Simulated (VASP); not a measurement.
# SnTe (Fm-3m) in VASP: notebook, part 2 of 2

VASP 6.6.1. The steps go on from the part before.

## Step 4: Single point, PBE (34.95 Å³/atom)

This run uses another cell than the first one, of 34.95 Å³/atom.

File INCAR:

```
  PREC = Accurate
  ENCUT = 520
  EDIFF = 1E-6
  ISMEAR = 0
  SIGMA = 0.01
  LREAL = False
  LASPH = True
  NELM = 100
  ALGO = Normal
  ISIF = 2
  LWAVE = False
  LCHARG = False
  GGA = PE
  NBANDS = 17
```

File KPOINTS:

```
regular mesh
0
Gamma
  10 10 10
```

File POSCAR:

```
SnTe
1.0
    0.0000000000      3.2693753150      3.2693753150
    3.2693753150      0.0000000000      3.2693753150
    3.2693753150      3.2693753150      0.0000000000
Sn Te
1 1
Direct
    0.0000000000      0.0000000000      0.0000000000
    0.5000000000      0.5000000000      0.5000000000
```

Potentials or basis: VASP PAW PBE potentials, release 64 (Sn_d, Te).

Launch:

```
$ cat potpaw_PBE.64/Sn_d/POTCAR potpaw_PBE.64/Te/POTCAR > POTCAR
$ mpirun -np 1 vasp_std > vasp.out
```

OUTCAR:

```text
PREC = Accurate
   ENCUT = 520
   EDIFF = 1E-6
   ISMEAR = 0
   LREAL = False
   LASPH = True
   NELM = 100
   ISIF = 2
   GGA = PE

 ion  position               nearest neighbor table
   1  0.000  0.000  0.000-   2 3.27   2 3.27   2 3.27   2 3.27   2 3.27   2 3.27
   2  0.500  0.500  0.500-   1 3.27   1 3.27   1 3.27   1 3.27   1 3.27   1 3.27

  LATTYP: Found a face centered cubic cell.
 ALAT       =     6.5387506300

  Lattice vectors:

 A1 = (   0.0000000000,   3.2693753150,   3.2693753150)
 A2 = (   3.2693753150,   0.0000000000,   3.2693753150)
 A3 = (   3.2693753150,   3.2693753150,   0.0000000000)

Analysis of symmetry for initial positions (statically):
=====================================================================
 Subroutine PRICEL returns:
 Original cell was already a primitive cell.

 Routine SETGRP: Setting up the symmetry group for a
 face centered cubic supercell.

 Subroutine GETGRP returns: Found 48 space group operations
 (whereof 48 operations were pure point group operations)
 out of a pool of 48 trial point group operations.

The static configuration has the point symmetry O_h .

Analysis of symmetry for dynamics (positions and initial velocities):
=====================================================================
 Subroutine PRICEL returns:
 Original cell was already a primitive cell.

 Routine SETGRP: Setting up the symmetry group for a
 face centered cubic supercell.

 Subroutine GETGRP returns: Found 48 space group operations
 (whereof 48 operations were pure point group operations)
 out of a pool of 48 trial point group operations.

The dynamic configuration has the point symmetry O_h .

 Subroutine INISYM returns: Found 48 space group operations
 (whereof 48 operations are pure point group operations),
 and found     1 'primitive' translations

----------------------------------------------------------------------------------------

                                     Primitive cell

  volume of cell :      69.8915

  direct lattice vectors                    reciprocal lattice vectors
     0.000000000  3.269375315  3.269375315    -0.152934415  0.152934415  0.152934415
     3.269375315  0.000000000  3.269375315     0.152934415 -0.152934415  0.152934415
     3.269375315  3.269375315  0.000000000     0.152934415  0.152934415 -0.152934415

  length of vectors
     4.623594911  4.623594911  4.623594911     0.264890176  0.264890176  0.264890176

  position of ions in fractional coordinates (direct lattice)
     0.000000000  0.000000000  0.000000000
     0.500000000  0.500000000  0.500000000

  ion indices of the primitive-cell ions
   primitive index   ion index
                 1           1
                 2           2

----------------------------------------------------------------------------------------

 KPOINTS: regular mesh

Automatic generation of k-mesh.
 Grid dimensions read from file:
 generate k-points for:   10   10   10

 Generating k-lattice:

  Cartesian coordinates                     Fractional coordinates (reciprocal lattice)
    -0.015293441  0.015293441  0.015293441     0.100000000  0.000000000  0.000000000
     0.015293441 -0.015293441  0.015293441     0.000000000  0.100000000  0.000000000
     0.015293441  0.015293441 -0.015293441     0.000000000  0.000000000  0.100000000

  Length of vectors
     0.026489018  0.026489018  0.026489018

  Shift w.r.t. Gamma in fractional coordinates (k-lattice)
     0.000000000  0.000000000  0.000000000

 Subroutine IBZKPT returns following result:
 ===========================================

 Found     47 irreducible k-points:

 Following reciprocal coordinates:
            Coordinates               Weight
  0.000000  0.000000  0.000000      1.000000
  0.100000  0.000000  0.000000      8.000000
  0.200000  0.000000  0.000000      8.000000
  0.300000  0.000000  0.000000      8.000000
  0.400000  0.000000  0.000000      8.000000
  0.500000  0.000000  0.000000      4.000000
[... 16 lines left out ...]
  0.300000  0.300000  0.000000      6.000000
  0.400000  0.300000  0.000000     24.000000
 [... further k-points ...]
   k-points           NKPTS =     47   k-points in BZ     NKDIM =     47   number of bands    NBANDS=     17
   number of dos      NEDOS =    301   number of ions     NIONS =      2
   total plane-waves  NPLWV =  46656
   dimension x,y,z NGX =    36 NGY =   36 NGZ =   36
   dimension x,y,z NGXF=    72 NGYF=   72 NGZF=   72
   ions per type =               1   1
   NGX,Y,Z   is equivalent  to a cutoff of  12.94, 12.94, 12.94 a.u.
   NGXF,Y,Z  is equivalent  to a cutoff of  25.89, 25.89, 25.89 a.u.
 SYSTEM =  unknown system
   PREC   = accura    normal or accurate (medium, high low for compatibility)
   ISTART =      0    job   : 0-new  1-cont  2-samecut
   ICHARG =      2    charge: 1-file 2-atom 10-const
   ISPIN  =      1    spin polarized calculation?
   LNONCOLLINEAR =      F non collinear calculations
   LSORBIT =      F    spin-orbit coupling
   LASPH  =      T    aspherical Exc in radial PAW
   ENCUT  =  520.0 eV  38.22 Ry    6.18 a.u.   8.60  8.60  8.60*2*pi/ulx,y,z
   NELM   =    100;   NELMIN=  2; NELMDL= -5     # of ELM steps
   EDIFF  = 0.1E-05   stopping-criterion for ELM
   LREAL  =      F    real-space projection
   EDIFFG = 0.1E-04   stopping-criterion for IOM
   NSW    =      0    number of steps for IOM
   IBRION =     -1    ionic relax: 0-MD 1-quasi-New 2-CG
   NFREE  =      0    steps in history (QN), initial steepest desc. (CG)
   ISIF   =      2    stress and relaxation
   ISYM   =      2    0-nonsym 1-usesym 2-fastsym
   POTIM  = 0.5000    time-step for ionic-motion
   TEBEG  =    0.0;   TEEND  =   0.0 temperature during run
   PSTRESS=    0.0 pullay stress
   NELECT =      20.0000    total number of electrons
   NUPDOWN=      -1.0000    fix difference up-down
   EMIN   =  10.00;   EMAX   =-10.00  energy-range for DOS
   EFERMI =   0.00;   METHOD = LEGACY
   ISMEAR =     0;   SIGMA  =   0.01  broadening in eV -4-tet -1-fermi 0-gaus
   EFERMI_NEDOS =   21; number of points for ismear=-14 and -15
   IALGO  =     38    algorithm
   IMIX   =      4    mixing-type and parameters
     AMIX     =   0.40;   BMIX     =  1.00
     AMIX_MAG =   1.60;   BMIX_MAG =  1.00
  volume/ion in A,a.u.               =      34.95       235.83
  Fermi-wavevector in a.u.,A,eV,Ry     =   1.078806  2.038648 15.834767  1.163823
  Thomas-Fermi vector in A             =   2.214754
   LORBIT       =      0    0 simple, 1 ext, 2 COOP (PROOUT), +10 PAW based schemes
   GGA     = PE    functional components
   LHFCALC =     F    Hartree Fock is set to
   AEXX    =    0.0000 exact exchange contribution
   IVDW    =     0    specifies the selected vdW correction
   LEPSILON=     F    determine dielectric tensor
   LRPA    =     F    only Hartree local field effects (RPA)
 non-spin polarized calculation
 Gauss-broadening in eV      SIGMA  =   0.01
  energy-cutoff  :      520.00
  volume of cell :       69.89
 maximum number of plane-waves:      1901
 NGX is ok and might be reduce to    36
   NGX = 17   NGY = 17   NGZ = 17

 number of electron      19.9999993 magnetization

 Free energy of the ion-electron system (eV)
  ---------------------------------------------------
  ext. energy  EPLUGINS =         0.00000000
  ---------------------------------------------------
  free energy    TOTEN  =        -7.53699116 eV

  energy without entropy =       -7.53699116  energy(sigma->0) =       -7.53699116

 E-fermi :   5.6633     XC(G=0):  -9.0046

 val. band max:        5.5124532963   @ k =   0.5000   0.0000   0.0000
 cond. band min:       5.7194166090   @ k =   0.5000   0.0000   0.0000
 fundamental gap:      0.2069633126
 Fermi energy:         5.6632662517

 k-point     1 :       0.0000    0.0000    0.0000
  band No.  band energies     occupation
      1     -16.2453      2.00000
      2     -16.2453      2.00000
      3     -16.2449      2.00000
      4     -16.2449      2.00000
      5     -16.2449      2.00000
      6      -6.3942      2.00000
[... 9 lines left out ...]
     16      10.5850      0.00000
     17      12.4334      0.00000

 k-point     2 :       0.1000    0.0000    0.0000
  band No.  band energies     occupation
      1     -16.2456      2.00000
      2     -16.2456      2.00000
      3     -16.2448      2.00000
      4     -16.2445      2.00000
      5     -16.2445      2.00000
      6      -6.3235      2.00000
[... 9 lines left out ...]
     16      10.7731      0.00000
     17      12.9896      0.00000
[... 421 lines left out ...]
 k-point    24 :       0.4000    0.3000    0.0000
  band No.  band energies     occupation
      1     -16.2521      2.00000
      2     -16.2463      2.00000
      3     -16.2436      2.00000
      4     -16.2400      2.00000
      5     -16.2397      2.00000
      6      -5.4478      2.00000
[... 9 lines left out ...]
     16      14.5028      0.00000
     17      15.0382      0.00000

 [... further k-points ...]
[... 5 lines left out ...]
  --------------------------------------------------------------------------------------
  -------------------------------------------------------------------------------------
  Total       -0.9468814     -0.9468814     -0.9468814     -0.0000000     -0.0000000     -0.0000000
  in kB      -21.7061013    -21.7061013    -21.7061013     -0.0000000     -0.0000000     -0.0000000
  external PRESSURE =     -21.7061013 kB  Pullay stress =       0.0000000 kB

 VOLUME and BASIS-vectors are now :
 -----------------------------------------------------------------------------
  energy-cutoff  :      520.00
  volume of cell :       69.89
      direct lattice vectors                 reciprocal lattice vectors
     0.000000000  3.269375315  3.269375315    -0.152934415  0.152934415  0.152934415
     3.269375315  0.000000000  3.269375315     0.152934415 -0.152934415  0.152934415
     3.269375315  3.269375315  0.000000000     0.152934415  0.152934415 -0.152934415

 POSITION                                       TOTAL-FORCE (eV/Angst)
 -----------------------------------------------------------------------------------
      0.00000      0.00000      0.00000        -0.000000      0.000000     -0.000000
      3.26938      3.26938      3.26938         0.000000     -0.000000      0.000000
 -----------------------------------------------------------------------------------
    total drift:                               -0.000000      0.000000      0.000000

  FREE ENERGIE OF THE ION-ELECTRON SYSTEM (eV)
  ---------------------------------------------------
  free  energy   TOTEN  =        -7.5369911558 eV

  energy  without entropy=       -7.5369911558  energy(sigma->0) =       -7.53699116
```

OSZICAR:

```text
N       E                     dE             d eps       ncg     rms          rms(c)
DAV:   1     0.121819611489E+03    0.12182E+03   -0.95646E+03  1600   0.131E+03
DAV:   2     0.386015059001E+01   -0.11796E+03   -0.11515E+03  1694   0.318E+02
DAV:   3    -0.729656629700E+01   -0.11157E+02   -0.11071E+02  1984   0.884E+01
DAV:   4    -0.761491091184E+01   -0.31834E+00   -0.31816E+00  1873   0.156E+01
DAV:   5    -0.762831920651E+01   -0.13408E-01   -0.13408E-01  2388   0.309E+00    0.348E+00
DAV:   6    -0.753475907817E+01    0.93560E-01   -0.23029E-01  2025   0.281E+00    0.214E+00
DAV:   7    -0.753545479585E+01   -0.69572E-03   -0.64537E-02  1811   0.110E+00    0.895E-01
DAV:   8    -0.753698570642E+01   -0.15309E-02   -0.79847E-03  1865   0.712E-01    0.142E-01
DAV:   9    -0.753694797589E+01    0.37731E-04   -0.11755E-03  2202   0.276E-01    0.533E-02
DAV:  10    -0.753698164879E+01   -0.33673E-04   -0.15175E-04  1921   0.849E-02    0.241E-02
DAV:  11    -0.753699099727E+01   -0.93485E-05   -0.35141E-05  2013   0.384E-02    0.172E-02
DAV:  12    -0.753699115578E+01   -0.15852E-06   -0.17919E-06  1927   0.967E-03
   1 F= -.75369912E+01 E0= -.75369912E+01  d E =-.457906E-18
```

Wall time 36 s (1 thread of AMD EPYC 9R14 (Zen 4), shared host); peak memory 0.2 GiB.

Results:

| Item | Value |
| --- | --- |
| Free energy | -7.5370 eV |
| Pressure | -2.2 GPa |
| Band gap on the k mesh | 0.21 eV |

Caveat: spin-orbit coupling is left out, which moves the levels of the heavy elements.

## Step 5: Summary

```csv
cell,gap on the mesh (eV),pressure (GPa)
"a = 4.535 Å, angles 60.0°, 2 atoms",0.06,-0.1
"a = 4.580 Å, angles 60.0°, 2 atoms",0.13,-1.2
"a = 4.624 Å, angles 60.0°, 2 atoms",0.21,-2.2
```

Alike in all rows: task single point; level PBE; potentials or basis VASP PAW PBE potentials, release 64 (Sn_d, Te); no spin polarisation; k mesh 10 × 10 × 10; cutoff (eV) 520; smearing gaussian 0.01 eV.

Caveats: spin-orbit coupling is left out, which moves the levels of the heavy elements.

Total energies depend on the potentials used, so only differences within one code and one set of settings carry meaning.

## Step 6: Comparison with measurements

Step 2. Measured gap of SnTe: 0.18 eV (direct; 300 K; a printed reference work, textbook). This calculation gives 0.06 eV (-0.12 eV). Spin-orbit coupling on Sn, Te is left out. The value is that of PBE on a finite k mesh, which can miss the band edges, without temperature or zero-point motion. Semilocal functionals fall short of measured gaps as a rule.
